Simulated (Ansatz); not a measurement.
A calculation with Ansatz 0.2.0 of Ta2N (native input, structure typed inline):

Contents of input.yaml:

```yaml
crystal:
  lattice:
    - [3.112861506, 0.0, 0.0]
    - [-1.556430753, 2.6958171426, 0.0]
    - [0.0, 0.0, 4.869841]
  atoms:
    - { symbol: Ta, position: [0.3333333333, 0.6666666667, 0.254711] }
    - { symbol: Ta, position: [0.6666666667, 0.3333333333, 0.745289] }
    - { symbol: "N", position: [0.0, 0.0, 0.0] }
hamiltonian:
  xc: pbe
  pseudopotentials: { kind: nc_fr }
  dispersion: d3bj
magnetization:
  noncollinear: true
  spin_orbit: true
kpoints:
  mp_grid: { grid: [10, 10, 6] }
scf:
  occupations: { method: gaussian, width: 0.1 }
output:
  forces: true
  stress: true
  eigenvalues: true
  xc_energy_on_converged_density: [lda, pbesol, rpbe, revpbe, blyp]
  write_density: true
  write_potential: true
  elf: true
  volumetric_format: npy
```

Potentials or basis: PseudoDojo standard (PBE files).

Command:

```bash
$ ansatz run input.yaml --threads 2 --pin off --max-ram 5120MiB --backend cpu --events-out ev --progress --plain --runs-dir out
```

The cell comes from a database or a generator and needn't be the stable form of this composition.

**Question.** Write the same calculation in another form: native input, Cartesian positions.

**Answer.** As run:

Contents of input.yaml:

```yaml
crystal:
  lattice:
    - [3.112861506, 0.0, 0.0]
    - [-1.556430753, 2.6958171426, 0.0]
    - [0.0, 0.0, 4.869841]
  atoms:
    - { symbol: Ta, position_ang: [0.0, 1.797211428, 1.240402071] }
    - { symbol: Ta, position_ang: [1.556430753, 0.898605714, 3.629438929] }
    - { symbol: "N", position_ang: [0.0, 0.0, 0.0] }
hamiltonian:
  xc: pbe
  pseudopotentials: { kind: nc_fr }
  dispersion: d3bj
magnetization:
  noncollinear: true
  spin_orbit: true
kpoints:
  mp_grid: { grid: [10, 10, 6] }
scf:
  occupations: { method: gaussian, width: 0.1 }
output:
  forces: true
  stress: true
  eigenvalues: true
  xc_energy_on_converged_density: [lda, pbesol, rpbe, revpbe, blyp]
```

Potentials or basis: PseudoDojo standard (PBE files).

Run with:

```sh
$ ansatz run input.yaml --threads 2 --pin off --max-ram 5120MiB --backend cpu --events-out ev --progress --plain --runs-dir out
```

Both were run:

|  | native input, structure typed inline | native input, Cartesian positions |
| --- | --- | --- |
| Pressure | -7.6 GPa | -7.6 GPa |
| Largest force | 0.010 eV/Å | 0.010 eV/Å |
| Band gap on the k mesh | none (metal or under the smearing width) | none (metal or under the smearing width) |

Keys that steer only the numerical path or the files written may differ.

Caveat: pairwise dispersion overbinds metals, which lowers pressure and volume.
